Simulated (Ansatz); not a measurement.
Method: Ansatz, DFT PBE, scalar-relativistic, plane waves, PAW. All cells share a 420 eV cutoff and Γ-centred k meshes spaced at most about 0.3 Å⁻¹ (about 0.25 or finer for metals, 2π included). No spin polarisation in the final relaxations.

All energies are static (0 K, no zero-point motion). All come from trial cells, and lower structures may exist.

**Question.** Order these relaxed structures of Ge by energy, lowest first, with the energy over the lowest of them.
A.

```
Ge
1.0
     2.91962   -3.08440    0.00000
     2.91962    3.08440    0.00000
    -2.85723    0.00000    6.89622
Ge
6
Cartesian
  0.4085 0.8401 2.4345
  4.0021 0.8401 1.0137
  2.5735 -0.8401 4.4618
  -1.0201 -0.8401 5.8826
  1.4598 1.5422 0.0000
  0.0312 -1.5422 3.4481
```

B.

```
Ge
1.0
     2.71076    0.00000    0.00000
     0.00000    2.71076    0.00000
     0.00000    0.00000    2.71076
Ge
1
Direct
  0.50000 0.50000 0.50000
```

C.

```
Ge
1.0
    -3.52666    3.52666    2.03518
     3.52666   -3.52666    2.03518
     3.52666    3.52666   -2.03518
Ge
4
Cartesian
  1.2589 1.2589 2.0352
  2.2678 2.2678 0.0000
  1.2589 -1.2589 2.0352
  -1.2589 1.2589 2.0352
```

D.

```
Ge
1.0
     3.41089   -7.06733    0.00000
     3.41089    7.06733    0.00000
     0.00000    0.00000    4.06884
Ge
8
Direct
  0.14846 0.48387 0.00000
  0.85154 0.51613 0.00000
  0.51613 0.85154 0.00000
  0.48387 0.14846 0.00000
  0.90443 0.72663 0.50000
  0.09557 0.27337 0.50000
  0.27337 0.09557 0.50000
  0.72663 0.90443 0.50000
```

**Answer.** D (0 meV/atom), C (29 meV/atom), B (193 meV/atom), A (222 meV/atom). Forms: D Cmmm; C I4/mmm; B simple cubic type, Pm-3m; A C2/c. Counting all near atoms (those within 1.25 times the shortest such distance or 1.15 times the sum of covalent radii; a slash parts the counts of unlike sites): D has Ge 4; C has Ge 4; B has Ge 6; A has Ge 5/6.

With atoms moved at random, I4/mmm came back. Other cells relaxed within their symmetry can be saddle points. The part of the Crystallography Open Database at hand lists Ge in space groups No. 64, 96, 227; no cell shown has one of them. Some structure types and database cells were kept out of the candidates from the start, so a known form may be missing.
